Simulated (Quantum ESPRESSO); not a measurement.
# PbS (Cmcm) in Quantum ESPRESSO: band structure with PBE

Aim: the band structure of PbS with PBE.

Program: Quantum ESPRESSO 7.5. These are calculated values, not measurements. Logs are shortened: lines on timing, memory, paths and dates and some standing lists are left out, and cuts for length are marked.

### Step 1. The structure

Symmetry: Cmcm, No. 63, orthorhombic system. Conventional cell: a = 4.160 Å, b = 11.983 Å, c = 4.279 Å, α = 90.00°, β = 90.00°, γ = 90.00°. Around Pb (site symmetry m2m) lie 5 S at 2.69 to 2.99 Å. Around S (site symmetry m2m) lie 5 Pb at 2.69 to 2.99 Å.

Measurements of this composition are mostly on another form, of space group No. 225.

### Step 2. Band structure, PBE

Input file pw.in:

```
&CONTROL
  calculation = 'scf'
  prefix = 'pwscf'
  outdir = './tmp'
  pseudo_dir = './pseudo'
  tprnfor = .true.
  tstress = .true.
  disk_io = 'low'
/
&SYSTEM
  ibrav = 0
  nat = 4
  ntyp = 2
  ecutwfc = 56
  nbnd = 28
  occupations = 'smearing'
  smearing = 'fd'
  degauss = 0.00367493
/
&ELECTRONS
  conv_thr = 8d-10
  electron_maxstep = 120
  mixing_beta = 0.5
/
ATOMIC_SPECIES
Pb   207.2000 Pb.upf
S     32.0600 S.upf
CELL_PARAMETERS bohr
   3.9305409457  -11.3219102062    0.0000000000
   3.9305409457   11.3219102062    0.0000000000
   0.0000000000    0.0000000000    8.0867445760
ATOMIC_POSITIONS bohr
Pb     3.9305409457    8.3654571563    2.0216861440
Pb     3.9305409457   -8.3654571563    6.0650584320
S      3.9305409457    3.2879486174    2.0216861440
S      3.9305409457   -3.2879486174    6.0650584320
K_POINTS automatic
7 7 6 0 0 0
```

Input file bands.in:

```
&CONTROL
  calculation = 'bands'
  prefix = 'pwscf'
  outdir = './tmp'
  pseudo_dir = './pseudo'
  disk_io = 'low'
  verbosity = 'high'
/
&SYSTEM
  ibrav = 0
  nat = 4
  ntyp = 2
  ecutwfc = 56
  nbnd = 28
  occupations = 'smearing'
  smearing = 'fd'
  degauss = 0.00367493
/
&ELECTRONS
  conv_thr = 1d-08
  electron_maxstep = 120
  mixing_beta = 0.5
  diago_full_acc = .true.
/
ATOMIC_SPECIES
Pb   207.2000 Pb.upf
S     32.0600 S.upf
CELL_PARAMETERS bohr
   3.9305409457  -11.3219102062    0.0000000000
   3.9305409457   11.3219102062    0.0000000000
   0.0000000000    0.0000000000    8.0867445760
ATOMIC_POSITIONS bohr
Pb     3.9305409457    8.3654571563    2.0216861440
Pb     3.9305409457   -8.3654571563    6.0650584320
S      3.9305409457    3.2879486174    2.0216861440
S      3.9305409457   -3.2879486174    6.0650584320
K_POINTS crystal
60
 0.0000000000  0.0000000000  0.0000000000 1
 0.0466884040  0.0466884040  0.0000000000 1
 0.0933768081  0.0933768081  0.0000000000 1
 0.1400652121  0.1400652121  0.0000000000 1
 0.1867536161  0.1867536161  0.0000000000 1
 0.2334420202  0.2334420202  0.0000000000 1
 0.2801304242  0.2801304242  0.0000000000 1
 0.0000000000  0.5000000000  0.0000000000 1
 0.0000000000  0.5000000000  0.1000000000 1
 0.0000000000  0.5000000000  0.2000000000 1
 0.0000000000  0.5000000000  0.3000000000 1
 0.0000000000  0.5000000000  0.4000000000 1
 0.0000000000  0.5000000000  0.5000000000 1
 0.2801304242  0.2801304242  0.5000000000 1
 0.2334420202  0.2334420202  0.5000000000 1
 0.1867536161  0.1867536161  0.5000000000 1
 0.1400652121  0.1400652121  0.5000000000 1
 0.0933768081  0.0933768081  0.5000000000 1
 0.0466884040  0.0466884040  0.5000000000 1
 0.0000000000  0.0000000000  0.5000000000 1
 0.0000000000  0.0000000000  0.4166666667 1
 0.0000000000  0.0000000000  0.3333333333 1
 0.0000000000  0.0000000000  0.2500000000 1
 0.0000000000  0.0000000000  0.1666666667 1
 0.0000000000  0.0000000000  0.0833333333 1
 0.0000000000  0.0000000000  0.0000000000 1
-0.1250000000  0.1250000000  0.0000000000 1
-0.2500000000  0.2500000000  0.0000000000 1
-0.3750000000  0.3750000000  0.0000000000 1
-0.5000000000  0.5000000000  0.0000000000 1
-0.4560260848  0.5439739152  0.0000000000 1
-0.4120521697  0.5879478303  0.0000000000 1
-0.3680782545  0.6319217455  0.0000000000 1
-0.3241043394  0.6758956606  0.0000000000 1
-0.2801304242  0.7198695758  0.0000000000 1
-0.2801304242  0.7198695758  0.0833333333 1
-0.2801304242  0.7198695758  0.1666666667 1
-0.2801304242  0.7198695758  0.2500000000 1
-0.2801304242  0.7198695758  0.3333333333 1
-0.2801304242  0.7198695758  0.4166666667 1
-0.2801304242  0.7198695758  0.5000000000 1
-0.3167753535  0.6832246465  0.5000000000 1
-0.3534202828  0.6465797172  0.5000000000 1
-0.3900652121  0.6099347879  0.5000000000 1
-0.4267101414  0.5732898586  0.5000000000 1
-0.4633550707  0.5366449293  0.5000000000 1
-0.5000000000  0.5000000000  0.5000000000 1
-0.5000000000  0.5000000000  0.4285714286 1
-0.5000000000  0.5000000000  0.3571428571 1
-0.5000000000  0.5000000000  0.2857142857 1
-0.5000000000  0.5000000000  0.2142857143 1
-0.5000000000  0.5000000000  0.1428571429 1
-0.5000000000  0.5000000000  0.0714285714 1
-0.5000000000  0.5000000000  0.0000000000 1
 0.0000000000  0.0000000000  0.5000000000 1
-0.1000000000  0.1000000000  0.5000000000 1
-0.2000000000  0.2000000000  0.5000000000 1
-0.3000000000  0.3000000000  0.5000000000 1
-0.4000000000  0.4000000000  0.5000000000 1
-0.5000000000  0.5000000000  0.5000000000 1
```

Potentials or basis: PseudoDojo 0.4.1 SR PBE standard.

Command:

```sh
$ OMP_NUM_THREADS=1 pw.x -in pw.in > pw.out
$ OMP_NUM_THREADS=1 pw.x -in bands.in > bands.out
```

pw.out:

```text
This program is part of the open-source Quantum ESPRESSO suite
     for quantum simulation of materials; please cite
[... 9 lines left out ...]
     --------------------
     sticks:   dense  smooth     PW     G-vecs:    dense   smooth      PW
     Sum        1583    1583    483                40777    40777    6883

     Using Slab Decomposition

     bravais-lattice index     =            0
     lattice parameter (alat)  =      11.9848  a.u.
     unit-cell volume          =     719.7402 (a.u.)^3
     number of atoms/cell      =            4
     number of atomic types    =            2
     number of electrons       =        40.00
     number of Kohn-Sham states=           28
     kinetic-energy cutoff     =      56.0000  Ry
     charge density cutoff     =     224.0000  Ry
     scf convergence threshold =      8.0E-10
     mixing beta               =       0.5000
     number of iterations used =            8  plain     mixing
     Exchange-correlation= PBE
                           (   1   4   3   4   0   0   0)

     celldm(1)=  11.984774  celldm(2)=   0.000000  celldm(3)=   0.000000
     celldm(4)=   0.000000  celldm(5)=   0.000000  celldm(6)=   0.000000

     crystal axes: (cart. coord. in units of alat)
               a(1) = (   0.327961  -0.944691   0.000000 )
               a(2) = (   0.327961   0.944691   0.000000 )
               a(3) = (   0.000000   0.000000   0.674752 )

     reciprocal axes: (cart. coord. in units 2 pi/alat)
               b(1) = (  1.524571 -0.529273  0.000000 )
               b(2) = (  1.524571  0.529273 -0.000000 )
               b(3) = ( -0.000000  0.000000  1.482027 )

     PseudoPot. # 1 for Pb read from file:
     Pb.upf
     Pseudo is Norm-conserving + core correction, Zval = 14.0
     Generated using ONCVPSP code by D. R. Hamann
     Using radial grid of 1678 points,  6 beta functions with:
                l(1) =   0
                l(2) =   0
                l(3) =   1
                l(4) =   1
                l(5) =   2
                l(6) =   2

     PseudoPot. # 2 for S  read from file:
     S.upf
     Pseudo is Norm-conserving + core correction, Zval =  6.0
     Generated using ONCVPSP code by D. R. Hamann
     Using radial grid of 1146 points,  6 beta functions with:
                l(1) =   0
                l(2) =   0
                l(3) =   1
                l(4) =   1
                l(5) =   2
                l(6) =   2

     atomic species   valence    mass     pseudopotential
     Pb               14.00   207.20000     Pb( 1.00)
     S                 6.00    32.06000     S ( 1.00)

      8 Sym. Ops., with inversion, found ( 4 have fractional translation)

   Cartesian axes

     site n.     atom                  positions (alat units)
         1        Pb     tau(   1) = (   0.3279612   0.6980071   0.1686879  )
         2        Pb     tau(   2) = (   0.3279612  -0.6980071   0.5060637  )
         3        S      tau(   3) = (   0.3279612   0.2743438   0.1686879  )
         4        S      tau(   4) = (   0.3279612  -0.2743438   0.5060637  )

     number of k points=    64  Fermi-Dirac smearing, width (Ry)=  0.0037
                       cart. coord. in units 2pi/alat
        k(    1) = (   0.0000000   0.0000000   0.0000000), wk =   0.0068027
        k(    2) = (   0.0000000   0.0000000   0.2470045), wk =   0.0136054
        k(    3) = (   0.0000000   0.0000000   0.4940090), wk =   0.0136054
        k(    4) = (   0.0000000   0.0000000  -0.7410135), wk =   0.0068027
        k(    5) = (   0.2177958   0.0756105   0.0000000), wk =   0.0272109
        k(    6) = (   0.2177958   0.0756105   0.2470045), wk =   0.0544218
[... 56 lines left out ...]
        k(   63) = (  -0.0000000  -0.4536630   0.4940090), wk =   0.0272109
        k(   64) = (  -0.0000000  -0.4536630  -0.7410135), wk =   0.0136054

     Dense  grid:    40777 G-vectors     FFT dimensions: (  60,  60,  40)

     Initial potential from superposition of free atoms

     starting charge      39.9956, renormalised to      40.0000
     Starting wfcs are   26 randomized atomic wfcs +    2 random wfcs

     Self-consistent Calculation

     iteration #  1     ecut=    56.00 Ry     beta= 0.50
     Davidson diagonalization with overlap
     ethr =  1.00E-02,  avg # of iterations =  4.0

     Threshold (ethr) on eigenvalues was too large:
     Diagonalizing with lowered threshold

     Davidson diagonalization with overlap
     ethr =  6.92E-04,  avg # of iterations =  1.7

     total energy              =    -325.74229537 Ry
     estimated scf accuracy    <       0.26832641 Ry
[... 64 lines left out ...]
     iteration # 11     ecut=    56.00 Ry     beta= 0.50
     Davidson diagonalization with overlap
     ethr =  3.25E-12,  avg # of iterations =  3.9

     End of self-consistent calculation

          k = 0.0000 0.0000 0.0000 (  5093 PWs)   bands (ev):

    -8.6420  -8.5354  -8.5306  -8.5182  -8.4896  -8.4746  -8.4735  -8.4651
    -8.4590  -8.4168  -5.2182  -3.4300   0.9460   1.8936   3.5634   4.8303
     5.3858   6.1125   6.2898   7.2712  12.4029  12.4817  12.6345  13.3280
    13.5601  13.5724  13.8520  14.7310
[... 206 lines left out ...]
    -8.6003  -8.5686  -8.5290  -8.5046  -8.4851  -8.4726  -8.4695  -8.4644
    -8.4591  -8.4403  -4.1330  -3.5324   0.0009   0.7234   3.9471   5.1017
     5.4084   5.7864   6.4936   7.0284  10.2101  11.1595  11.4327  12.1213
    12.9070  13.6184  15.0218  15.8565

          k =-0.4356-0.3024-0.7410 (  5090 PWs)   bands (ev):

    -8.5945  -8.5945  -8.5221  -8.5221  -8.4756  -8.4756  -8.4590  -8.4590
    -8.4495  -8.4495  -3.7284  -3.7284   0.2943   0.2943   4.3179   4.3179
     5.5673   5.5673   6.4068   6.4068  10.8079  10.8079  12.2972  12.2972
    13.2520  13.2520  15.1794  15.1794
[... 17 lines left out ...]
    -8.5939  -8.5501  -8.5167  -8.5048  -8.4940  -8.4809  -8.4697  -8.4635
    -8.4601  -8.4428  -4.4553  -3.5867  -0.0979   0.6651   4.7385   5.0658
     5.8247   6.5027   7.0179   7.3743  10.1006  10.2701  11.5887  11.6814
    12.1908  12.9413  15.7967  16.2417

          k =-0.2178-0.2268-0.7410 (  5088 PWs)   bands (ev):

    -8.5714  -8.5714  -8.5146  -8.5146  -8.4843  -8.4843  -8.4632  -8.4632
    -8.4522  -8.4522  -3.9334  -3.9334   0.0364   0.0364   5.3281   5.3281
     5.9294   5.9294   7.0371   7.0371  10.2328  10.2328  11.4758  11.4758
    12.2216  12.2216  16.3975  16.3975
[... 17 lines left out ...]
    -8.5916  -8.5472  -8.5115  -8.5056  -8.4986  -8.4876  -8.4735  -8.4557
    -8.4535  -8.4449  -4.5976  -3.6047  -0.0931   0.6795   4.5189   5.8168
     6.0559   6.6723   6.9233   7.4557   9.9913  10.8010  10.8581  11.5617
    12.1013  12.7001  15.2866  16.7309

          k =-0.0000-0.1512-0.7410 (  5096 PWs)   bands (ev):

    -8.5636  -8.5636  -8.5091  -8.5091  -8.4902  -8.4902  -8.4678  -8.4678
    -8.4488  -8.4488  -4.0279  -4.0279  -0.0010  -0.0010   5.2597   5.2597
     6.6238   6.6238   7.5857   7.5857   9.6408   9.6408  10.6178  10.6178
    12.3436  12.3436  17.4419  17.4419
[... 73 lines left out ...]
    -8.5967  -8.5506  -8.5121  -8.4972  -8.4898  -8.4798  -8.4723  -8.4650
    -8.4616  -8.4470  -4.3819  -3.6467  -0.2917   0.5899   4.7693   5.7382
     5.9778   6.6582   7.0081   7.4133   9.7156  10.0500  11.0771  11.3971
    12.5436  13.0022  15.2169  16.1801

          k =-0.2178-0.3781-0.7410 (  5084 PWs)   bands (ev):

    -8.5747  -8.5747  -8.5101  -8.5101  -8.4806  -8.4806  -8.4630  -8.4630
    -8.4552  -8.4552  -3.9096  -3.9096  -0.1205  -0.1205   5.4642   5.4642
     6.2480   6.2480   7.2008   7.2008   9.7284   9.7284  11.5616  11.5616
    12.0684  12.0684  15.4705  15.4705

          k = 0.0000-0.3024 0.0000 (  5097 PWs)   bands (ev):

    -8.6377  -8.5350  -8.5116  -8.5037  -8.5011  -8.4908  -8.4801  -8.4584
    -8.4421  -8.4368  -5.0860  -3.6618   0.4581   2.1124   4.7208   4.9965
     5.1788   6.0789   6.3457   7.3203  10.3612  12.2489  12.4739  12.9279
    13.4586  13.9811  14.2219  14.5925

          k = 0.0000-0.3024 0.2470 (  5109 PWs)   bands (ev):

    -8.6244  -8.5345  -8.5168  -8.4974  -8.4950  -8.4870  -8.4801  -8.4660
    -8.4438  -8.4415  -4.9372  -3.6304   0.1534   1.5656   4.7636   5.3893
     5.4866   6.4876   6.5444   7.2366  10.4259  11.0438  12.1342  12.4567
    13.1416  13.3451  14.1082  15.1216

          k = 0.0000-0.3024 0.4940 (  5084 PWs)   bands (ev):

    -8.5955  -8.5490  -8.5027  -8.5004  -8.4917  -8.4877  -8.4696  -8.4646
    -8.4580  -8.4457  -4.5268  -3.6639  -0.2925   0.5758   5.1782   5.9519
     6.1522   6.7405   6.8756   7.5822   9.5340  10.7214  10.9834  11.3705
    11.7373  12.4581  15.4071  16.4044

          k = 0.0000-0.3024-0.7410 (  5086 PWs)   bands (ev):

    -8.5688  -8.5688  -8.5032  -8.5032  -8.4871  -8.4871  -8.4633  -8.4633
    -8.4547  -8.4547  -4.0026  -4.0026  -0.1742  -0.1742   5.8270   5.8270
     6.5821   6.5821   7.4638   7.4638   9.6804   9.6804  10.7890  10.7890
    11.6370  11.6370  16.9772  16.9772
[... 45 lines left out ...]
    -8.5987  -8.5483  -8.4968  -8.4939  -8.4888  -8.4873  -8.4708  -8.4663
    -8.4620  -8.4481  -4.4586  -3.7244  -0.4256   0.4891   5.8830   5.8842
     6.2429   6.7799   7.0721   7.6848   9.1656   9.7202  11.1056  11.5940
    11.8762  12.3447  15.5495  16.1251

          k =-0.0000-0.4537-0.7410 (  5094 PWs)   bands (ev):

    -8.5723  -8.5723  -8.4970  -8.4970  -8.4860  -8.4860  -8.4608  -8.4608
    -8.4590  -8.4590  -3.9815  -3.9815  -0.3034  -0.3034   6.4215   6.4215
     6.5499   6.5499   7.3215   7.3215   9.4953   9.4953  10.9341  10.9341
    11.2813  11.2813  16.4488  16.4488

     the Fermi energy is     8.3380 ev

!    total energy              =    -325.82446237 Ry
     estimated scf accuracy    <          1.4E-10 Ry
     smearing contrib. (-TS)   =      -0.00000001 Ry
     internal energy E=F+TS    =    -325.82446236 Ry

     The total energy is F=E-TS. E is the sum of the following terms:
     one-electron contribution =     -77.60321509 Ry
     hartree contribution      =      63.40507903 Ry
     xc contribution           =     -92.65581203 Ry
     ewald contribution        =    -218.97051427 Ry

     convergence has been achieved in  11 iterations

     Forces acting on atoms (cartesian axes, Ry/au):

     atom    1 type  1   force =     0.00000000    0.00401856    0.00000000
     atom    2 type  1   force =    -0.00000000   -0.00401856    0.00000000
     atom    3 type  2   force =     0.00000000   -0.00548188    0.00000000
     atom    4 type  2   force =    -0.00000000    0.00548188    0.00000000

     Total force =     0.009612     Total SCF correction =     0.000029

     Computing stress (Cartesian axis) and pressure

          total   stress  (Ry/bohr**3)                   (kbar)     P=       11.64
   0.00006705   0.00000000   0.00000000            9.86        0.00        0.00
  -0.00000000   0.00010743   0.00000000           -0.00       15.80        0.00
   0.00000000   0.00000000   0.00006288            0.00        0.00        9.25

=------------------------------------------------------------------------------=
   JOB DONE.
=------------------------------------------------------------------------------=
```

It took 5.4 min on 1 thread of Arm Neoverse V1, shared host; peak memory 0.21 GiB.

What came out:

* Free energy: -4433.0676 eV
* Pressure: 1.2 GPa
* Largest force: 0.141 eV/Å
* Band gap on the k mesh: 1.24 eV, indirect (least direct gap 1.43 eV)
* Band gap along the path: 1.12 eV, indirect (least direct gap 1.23 eV)

Forces on the atoms (eV/Å):
```
Pb   0.000  0.103  0.000
Pb   0.000 -0.103  0.000
S    0.000 -0.141  0.000
S    0.000  0.141  0.000
```

Stress tensor (GPa, compression positive):
```
0.99 0.00 0.00
0.00 1.58 0.00
0.00 0.00 0.92
```

Levels at the corners of the path, in eV from the valence-band top:
```csv
point,band 17,band 18,band 19,band 20,band 21,band 22,band 23,band 24
Γ,-2.40,-1.67,-1.50,-0.52,4.62,4.69,4.85,5.54
X,-1.38,-1.26,-0.69,-0.27,1.63,1.80,2.07,2.66
S,-1.37,-1.20,-0.40,-0.39,1.75,1.84,2.20,2.92
R,-3.13,-3.13,-1.46,-1.46,3.38,3.38,5.23,5.23
A,-2.79,-2.79,-1.49,-1.49,3.19,3.19,5.66,5.66
Z,-1.14,-1.14,-0.15,-0.15,1.79,1.79,2.76,2.76
Γ,-2.40,-1.67,-1.50,-0.52,4.62,4.69,4.85,5.54
Y,-1.96,-1.89,-1.33,-0.49,1.13,4.43,4.81,4.91
X1,-1.38,-1.26,-0.69,-0.27,1.63,1.80,2.07,2.66
A1,-2.79,-2.79,-1.49,-1.49,3.19,3.19,5.66,5.66
T,-1.24,-1.24,-0.50,-0.50,1.65,1.65,3.17,3.17
Y,-1.96,-1.89,-1.33,-0.49,1.13,4.43,4.81,4.91
Z,-1.14,-1.14,-0.15,-0.15,1.79,1.79,2.76,2.76
T,-1.24,-1.24,-0.50,-0.50,1.65,1.65,3.17,3.17
```

Caveat: spin-orbit coupling is left out, which as a rule narrows the gap of such compounds by several tenths of an eV; the mesh misses the band edges, which the band path finds closer together.
